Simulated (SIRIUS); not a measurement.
# Au (Fm-3m) in SIRIUS: equation of state

Aim: energy against volume of Au in PBEsol, for its equilibrium volume and stiffness.

Program: SIRIUS 7.10.0. These are calculated values, not measurements. Logs are shortened: lines on timing, memory, paths and dates and some standing lists are left out, and cuts for length are marked. The log counts tension as positive stress, the text compression.

**What was measured.**

From “Exploring toroidal anvil profiles for larger sample volumes above 4 Mbar”, 2024, pmc:11102561, for a bulk crystal of Au: bulk modulus 167 GPa.

The runs below are set against these values where they give the same quantity.

## 1. The structure

Symmetry: Fm-3m, No. 225, cubic system. Conventional cell: a = 4.070 Å, b = 4.070 Å, c = 4.070 Å, α = 90.00°, β = 90.00°, γ = 90.00°. Au (site symmetry m-3m) has 12 Au at 2.88 Å as nearest neighbours.

## 2. Single point, PBEsol, 15.84 Å³/atom (volume scaled by 0.94)

Contents of sirius.json:

```json
{
  "control": {
    "processing_unit": "cpu",
    "verbosity": 2,
    "num_bands_to_print": 17,
    "print_forces": true,
    "print_stress": true
  },
  "parameters": {
    "electronic_structure_method": "pseudopotential",
    "xc_functionals": ["XC_GGA_X_PBE_SOL", "XC_GGA_C_PBE_SOL"],
    "gk_cutoff": 8.8,
    "pw_cutoff": 17.6,
    "ngridk": [11, 11, 11],
    "shiftk": [0, 0, 0],
    "smearing": "fermi_dirac",
    "smearing_width": 0.0018374661,
    "num_bands": 17,
    "num_mag_dims": 0,
    "num_dft_iter": 100,
    "energy_tol": 1e-08,
    "density_tol": 1e-06
  },
  "iterative_solver": {
    "type": "davidson",
    "min_tolerance": 1e-09,
    "tolerance_scale": [0.1, 0.25]
  },
  "mixer": {
    "type": "anderson",
    "beta": 0.7,
    "max_history": 8
  },
  "settings": {
    "tol_ne": 1e-10,
    "pseudo_grid_cutoff": 6.5
  },
  "unit_cell": {
    "lattice_vectors": [
      [0.0, 0.707106781187, 0.707106781187],
      [0.707106781187, 0.0, 0.707106781187],
      [0.707106781187, 0.707106781187, 0.0]
    ],
    "lattice_vectors_scale": 5.3274685708,
    "atom_coordinate_units": "lattice",
    "atom_types": ["Au"],
    "atom_files": {
      "Au": "Au.json"
    },
    "atoms": {
      "Au": [
        [0.0, 0.0, 0.0]
      ]
    }
  }
}
```

Potentials or basis: PseudoDojo 0.4.1 PBEsol standard (scalar relativistic).

Command:

```console
$ upf_to_json Au.upf
$ OMP_NUM_THREADS=1 sirius.scf --input=sirius.json --output=out.json --task=0
```

What it wrote:

```text
[info] SIRIUS version : 7.10.0
[info] number of MPI ranks           : 1
[info] MPI grid                      : 1 1
[info] maximum number of OMP threads : 1
[fft] FFT context for density and potential
[fft] =====================================
[fft]   comm size                             : 1
[fft]   plane wave cutoff                     : 17.6
[fft]   grid size                             : 32 32 32   total : 32768
[fft]   grid limits                           : -15 16   -15 16   -15 16
[fft]   number of G-vectors within the cutoff : 4921
[fft]   local number of G-vectors             : 4921
[fft]   number of G-shells                    : 298
[fft] FFT context for coarse grid
[fft] =====================================
[fft]   comm size                             : 1
[fft]   plane wave cutoff                     : 17.6
[fft]   grid size                             : 32 32 32   total : 32768
[fft]   grid limits                           : -15 16   -15 16   -15 16
[fft]   number of G-vectors within the cutoff : 4921
[fft]   local number of G-vectors             : 4921
[fft]   number of G-shells                    : 298
[unit cell] lattice vectors
[unit cell]   a1 :       0.0000000000      3.7670891530      3.7670891530
[unit cell]   a2 :       3.7670891530      0.0000000000      3.7670891530
[unit cell]   a3 :       3.7670891530      3.7670891530      0.0000000000
[unit cell] reciprocal lattice vectors
[unit cell]   b1 :      -0.8339576065      0.8339576065      0.8339576065
[unit cell]   b2 :       0.8339576065     -0.8339576065      0.8339576065
[unit cell]   b3 :       0.8339576065      0.8339576065     -0.8339576065
[unit cell] unit cell volume :       106.91722814 [a.u.^3]
[unit cell] 1/sqrt(omega)    :         0.09671106
[unit cell] MT volume        :         0.00000000 ( 0.00%)
[unit cell] IT volume        :       106.91722814 (100.00%)
[unit cell] number of atom types : 1
[unit cell] type id : 0 symbol : Au mt_radius :  13.390000 num_atoms : 1
[unit cell] total number of atoms : 1
[unit cell] number of symmetry classes : 1
[unit cell] number of PAW atoms : 0
[unit cell] atom id  type id  class id             position                      vector_field
[unit cell] ------------------------------------------------------------------------------------------
[unit cell]      0        0        0      0.00000   0.00000   0.00000      0.00000   0.00000   0.00000
[unit cell] atom id         position (Cartesian, a.u.)
[unit cell] ---------------------------------------------
[unit cell]      0       0.000000    0.000000    0.000000
[unit cell] class id : 0 atom id : 0
[unit cell] minimum bond length:     5.327469
[unit cell] total number of pseudo wave-functions: 10
[sym] space group number   : 225
[sym] international symbol : Fm-3m
[sym] Hall symbol          : -F 4 2 3
[sym] space group transformation matrix :
[sym]   0.0000  0.5000  0.5000
[sym]   0.5000  0.0000  0.5000
[sym]   0.5000  0.5000  0.0000
[sym] space group origin shift :
[sym]   0.0000  0.0000  0.0000
[sym] number of space group operations  : 48
[sym] number of magnetic group operations : 48
[sym] metric tensor error: 0.0000e+00
[sym] rotation matrix error: 2.9208e-17
[sym] symmetry operations
[... list of symmetry operations ...]
[atom type] label          : Au
[atom type] --------------------------------------------------------------------------------
[atom type] symbol         : Au
[atom type] name           :
[... 177 lines left out ...]
[find] Efermi                         :       0.82872550
[find] iteration : 3, RMS : 1.567563673834e-04, energy difference : -5.048489353499e-05
[find] Hartree energy of density residual : 5.300636613062e-07
[find] | SCF iteration   4 out of 100|
[diagonalize] iterative solver tolerance (occupied, empty): 1.56756e-05 1.56756e-05
[... 38 lines left out ...]
[find] Free energy (E-TS)             :    -147.42084565 (Ha),    -294.84169130 (Ry)
[find] band gap (eV)                  :       0.00000000
[find] Efermi                         :       0.82886394
[find] iteration : 8, RMS : 1.869749442471e-07, energy difference : 5.559030569202e-09
[find] Hartree energy of density residual : 6.908150226060e-15
[find] | SCF iteration   9 out of 100|
[diagonalize] iterative solver tolerance (occupied, empty): 7.19937e-09 7.19937e-09
[diagonalize] average number of iterations: 1.91071
[find] Total energy                   :    -147.42075475 (Ha),    -294.84150949 (Ry)
[find] Free energy (E-TS)             :    -147.42084565 (Ha),    -294.84169130 (Ry)
[find] band gap (eV)                  :       0.00000000
[find] Efermi                         :       0.82886389
[find] iteration : 9, RMS : 6.253023892002e-08, energy difference : -3.262243808422e-10
[find] Hartree energy of density residual : 1.158660496907e-13
[find] bands are converged : true
[find] iterative solver converged : false
[find] +------------------------------+
[find] | SCF iteration  10 out of 100|
[find] +------------------------------+
[diagonalize] iterative solver tolerance (occupied, empty): 1.79984e-09 1.79984e-09
[diagonalize] average number of iterations: 2.35714
[diagonalize] Lowest band energies
[diagonalize] ik:    0   -3.061717   -1.267592   -1.267592   -1.267592    0.436138    0.643470    0.643470    0.643470    0.707457    0.707457    1.356187    1.517890    1.517890    1.517890    1.708023    1.901344    1.901344
[diagonalize] ik:    1   -3.061666   -1.268456   -1.267721   -1.267721    0.447407    0.639580    0.647401    0.647401    0.705683    0.705683    1.370279    1.459065    1.532645    1.532645    1.747365    1.823705    1.846058
[diagonalize] ik:    2   -3.061531   -1.270763   -1.268065   -1.268065    0.478197    0.633058    0.654514    0.654514    0.705623    0.705623    1.347693    1.403262    1.570760    1.570760    1.665450    1.747490    1.747490
[diagonalize] ik:    3   -3.061354   -1.273760   -1.268516   -1.268516    0.514815    0.641559    0.653964    0.653964    0.718446    0.718446    1.224305    1.396045    1.587332    1.587332    1.654738    1.688331    1.688331
[diagonalize] ik:    4   -3.061191   -1.276491   -1.268929   -1.268929    0.532830    0.647373    0.647373    0.690361    0.739870    0.739870    1.091539    1.361710    1.527128    1.527128    1.730784    1.730784    1.731963
[diagonalize] ...
[diagonalize] ik:   51   -3.060874   -1.276636   -1.273074   -1.271491    0.565720    0.580731    0.689608    0.726993    0.767017    0.967678    1.022681    1.142358    1.229943    1.560638    1.659417    1.784770    1.949003
[diagonalize] ik:   52   -3.060974   -1.275836   -1.272692   -1.270537    0.592414    0.599698    0.629301    0.714118    0.739403    0.863811    1.128370    1.188785    1.306525    1.598480    1.618157    1.808781    1.886596
[diagonalize] ik:   53   -3.060915   -1.275730   -1.273661   -1.270955    0.596474    0.606345    0.630886    0.701998    0.754788    0.938996    1.042233    1.172733    1.263993    1.580965    1.682476    1.844715    1.905622
[diagonalize] ik:   54   -3.060883   -1.276026   -1.273404   -1.271593    0.580289    0.593260    0.656354    0.714676    0.767180    0.959521    1.062156    1.136562    1.209231    1.629933    1.657182    1.759516    1.960251
[diagonalize] ik:   55   -3.060878   -1.275092   -1.274512   -1.271535    0.588978    0.611126    0.634875    0.701775    0.767036    0.995953    1.056168    1.095767    1.216823    1.627062    1.698039    1.778510    1.904211
[find] Charges and magnetic moments
[find] --------------------------------------------------------------------------------
[find] total charge          : 19.000000
[find] Energy
[find] --------------------------------------------------------------------------------
[find] valence_eval_sum               :      -6.47853727
[find] <rho|V^{XC}>                   :     -18.67945357
[find] <rho|E^{XC}>                   :     -25.16575998
[find] <mag|B^{XC}>                   :       0.00000000
[find] <rho|V^{H}>                    :      49.22824992
[find] one-electron contribution      :     -37.02733362 (Ha),     -74.05466724 (Ry)
[find] hartree contribution           :      24.61412496
[find] xc contribution                :     -25.16575998
[find] ewald contribution             :    -109.84178643
[find] PAW contribution               :       0.00000000
[find] smearing (-TS)                 :      -0.00009090
[find] SCF correction                 :       0.00000032
[find] Total energy                   :    -147.42075475 (Ha),    -294.84150949 (Ry)
[find] Free energy (E-TS)             :    -147.42084565 (Ha),    -294.84169130 (Ry)
[find] band gap (eV)                  :       0.00000000
[find] Efermi                         :       0.82886391
[find] iteration : 10, RMS : 1.778341407092e-08, energy difference : 1.152500317403e-10
[find] Hartree energy of density residual : 4.328256256949e-15
[find] bands are converged : true
[find] iterative solver converged : true
[find] converged after 11 SCF iterations!
[find] Charges and magnetic moments
[find] --------------------------------------------------------------------------------
[find] total charge          : 19.000000
[find] Energy
[find] --------------------------------------------------------------------------------
[find] valence_eval_sum               :      -6.47853727
[find] <rho|V^{XC}>                   :     -18.67945357
[find] <rho|E^{XC}>                   :     -25.16575998
[find] <mag|B^{XC}>                   :       0.00000000
[find] <rho|V^{H}>                    :      49.22824992
[find] one-electron contribution      :     -37.02733362 (Ha),     -74.05466724 (Ry)
[find] hartree contribution           :      24.61412496
[find] xc contribution                :     -25.16575998
[find] ewald contribution             :    -109.84178643
[find] PAW contribution               :       0.00000000
[find] smearing (-TS)                 :      -0.00009090
[find] SCF correction                 :       0.00000032
[find] Total energy                   :    -147.42075475 (Ha),    -294.84150949 (Ry)
[find] Free energy (E-TS)             :    -147.42084565 (Ha),    -294.84169130 (Ry)
[find] band gap (eV)                  :       0.00000000
[find] Efermi                         :       0.82886391
[ground_state] === stress tensor components [kbar] ===
[ground_state] === stress_kin ===
[ground_state] -78121.947787    0.000000   -0.000000
[ground_state]     0.000000-78121.947787   -0.000000
[ground_state]    -0.000000   -0.000000-78121.947787
[ground_state] === stress_har ===
[ground_state] -22577.354960    0.000000   -0.000000
[ground_state]     0.000000-22577.354960   -0.000000
[ground_state]    -0.000000   -0.000000-22577.354960
[ground_state] === stress_ewald ===
[ground_state] 100752.596554   -0.000000   -0.000000
[ground_state]    -0.000000100752.596554    0.000000
[ground_state]    -0.000000    0.000000100752.596554
[ground_state] === stress_vloc ===
[ground_state] -1556.430800    0.000000   -0.000000
[ground_state]     0.000000-1556.430800   -0.000000
[ground_state]    -0.000000   -0.000000-1556.430800
[ground_state] === stress_xc ===
[ground_state] -17650.739384    0.000000    0.000000
[ground_state]     0.000000-17650.739384   -0.000000
[ground_state]     0.000000   -0.000000-17650.739384
[ground_state] === stress_core ===
[ground_state] 34286.980793   -0.000000   -0.000000
[ground_state]    -0.00000034286.980793    0.000000
[ground_state]    -0.000000    0.00000034286.980793
[ground_state] === stress_nonloc ===
[ground_state] -15280.804824    0.000000   -0.000000
[ground_state]     0.000000-15280.804824   -0.000000
[ground_state]    -0.000000   -0.000000-15280.804824
[ground_state] === stress_us_nl ===
[ground_state] -15280.804824    0.000000   -0.000000
[ground_state]     0.000000-15280.804824   -0.000000
[ground_state]    -0.000000   -0.000000-15280.804824
[ground_state] === stress_total ===
[ground_state]  -147.700408    0.000000   -0.000000
[ground_state]     0.000000 -147.700408    0.000000
[ground_state]    -0.000000    0.000000 -147.700408
[ground_state] ==== total Forces in Ha/bohr =====
[ground_state] atom:    0, force:       0.0000000      0.0000000      0.0000000
[... 8 lines left out ...]
[ground_state] ==== Ewald forces from ions =====
[ground_state] atom:    0, force:       0.0000000      0.0000000      0.0000000
[~DFT_ground_state] local op. applied: 23566
[~DFT_ground_state] evp. work count: 5584.69
[~DFT_ground_state] number of iterative solver steps: 1623
```

Wall time 17 s (1 thread of Arm Neoverse V2, shared host); peak memory 0.26 GiB.

Results:

```
Free energy            : -4011.5256 eV
Pressure               : 14.8 GPa
Band gap on the k mesh : none (metal or under the smearing width)
```

## 3. Single point, PBEsol, 16.18 Å³/atom (volume scaled by 0.96)

Changes to sirius.json since step 2:

```diff
@@ -43,3 +43,3 @@
     ],
-    "lattice_vectors_scale": 5.3274685708,
+    "lattice_vectors_scale": 5.3649871913,
     "atom_coordinate_units": "lattice",
```

Potentials or basis: PseudoDojo 0.4.1 PBEsol standard (scalar relativistic).

Command:

```console
$ upf_to_json Au.upf
$ OMP_NUM_THREADS=1 sirius.scf --input=sirius.json --output=out.json --task=0
```

It took 23 s on 1 thread of Arm Neoverse V2, shared host; peak memory 0.27 GiB.

It converged, with:

| Quantity | Value |
| --- | --- |
| Free energy | -4011.5512 eV |
| Pressure | 9.7 GPa |
| Band gap on the k mesh | none (metal or under the smearing width) |

## 4. Single point, PBEsol, 16.52 Å³/atom (volume scaled by 0.98)

Changes to sirius.json since step 3:

```diff
@@ -43,3 +43,3 @@
     ],
-    "lattice_vectors_scale": 5.3649871913,
+    "lattice_vectors_scale": 5.4019882724,
     "atom_coordinate_units": "lattice",
```

Command:

```console
$ upf_to_json Au.upf
$ OMP_NUM_THREADS=1 sirius.scf --input=sirius.json --output=out.json --task=0
```

It took 22 s on 1 thread of Arm Neoverse V2, shared host; peak memory 0.28 GiB.

It converged, with:

```
Free energy            : -4011.5667 eV
Pressure               : 5.2 GPa
Band gap on the k mesh : none (metal or under the smearing width)
```

## 5. Single point, PBEsol, 17.19 Å³/atom (volume scaled by 1.02)

Changes to sirius.json since step 4:

```diff
@@ -43,3 +43,3 @@
     ],
-    "lattice_vectors_scale": 5.4019882724,
+    "lattice_vectors_scale": 5.4745068354,
     "atom_coordinate_units": "lattice",
```

Command:

```console
$ upf_to_json Au.upf
$ OMP_NUM_THREADS=1 sirius.scf --input=sirius.json --output=out.json --task=0
```

Run time: 24 s. Hardware: 1 thread of Arm Neoverse V2, shared host; peak memory 0.28 GiB.

It converged, with:

- Free energy: -4011.5724 eV
- Pressure: -2.2 GPa
- Band gap on the k mesh: none (metal or under the smearing width)

## 6. Single point, PBEsol, 17.53 Å³/atom (volume scaled by 1.04)

Changes to sirius.json since step 5:

```diff
@@ -43,3 +43,3 @@
     ],
-    "lattice_vectors_scale": 5.4745068354,
+    "lattice_vectors_scale": 5.5100565772,
     "atom_coordinate_units": "lattice",
```

Potentials or basis: PseudoDojo 0.4.1 PBEsol standard (scalar relativistic).

Command:

```console
$ upf_to_json Au.upf
$ OMP_NUM_THREADS=1 sirius.scf --input=sirius.json --output=out.json --task=0
```

Wall time 23 s (1 thread of Arm Neoverse V2, shared host); peak memory 0.28 GiB.

It converged, with:

```yaml
Free_energy: -4011.5646 eV
Pressure: -5.2 GPa
Band_gap_on_the_k_mesh: none (metal or under the smearing width)
```

## 7. Single point, PBEsol, 17.87 Å³/atom (volume scaled by 1.06)

Changes to sirius.json since step 6:

```diff
@@ -43,3 +43,3 @@
     ],
-    "lattice_vectors_scale": 5.5100565772,
+    "lattice_vectors_scale": 5.5451534251,
     "atom_coordinate_units": "lattice",
```

Command:

```console
$ upf_to_json Au.upf
$ OMP_NUM_THREADS=1 sirius.scf --input=sirius.json --output=out.json --task=0
```

Wall time 24 s (1 thread of Arm Neoverse V2, shared host); peak memory 0.28 GiB.

Results (log left out):

```yaml
Free_energy: -4011.5509 eV
Pressure: -7.8 GPa
Band_gap_on_the_k_mesh: none (metal or under the smearing width)
```

## 8. Equation of state, PBEsol

Potentials or basis: PseudoDojo 0.4.1 PBEsol standard (scalar relativistic).

This step only gathers the single runs of the series.

Results:

```yaml
Equilibrium_volume: 16.97 Å³/atom
Bulk_modulus: 176 GPa
Pressure_derivative_of_the_bulk_modulus: 5.7
```

Energy against volume, from the lowest point:
```csv
volume (Å³/atom),energy (meV/atom)
15.843,47.85
16.181,22.24
16.518,6.71
16.855,0.00
17.192,1.03
17.529,8.84
17.866,22.56
```

The run has no spin-orbit coupling, so splittings on Au are missing.

## 9. How close it comes

Step 8. Measured bulk modulus of Au: 167 GPa (quoted in “Exploring toroidal anvil profiles for larger sample volumes above 4 Mbar”, 2024, pmc:11102561). This calculation gives 176 GPa (+5.6 %). The fit is for a static lattice scaled at fixed shape and fixed fractional positions.
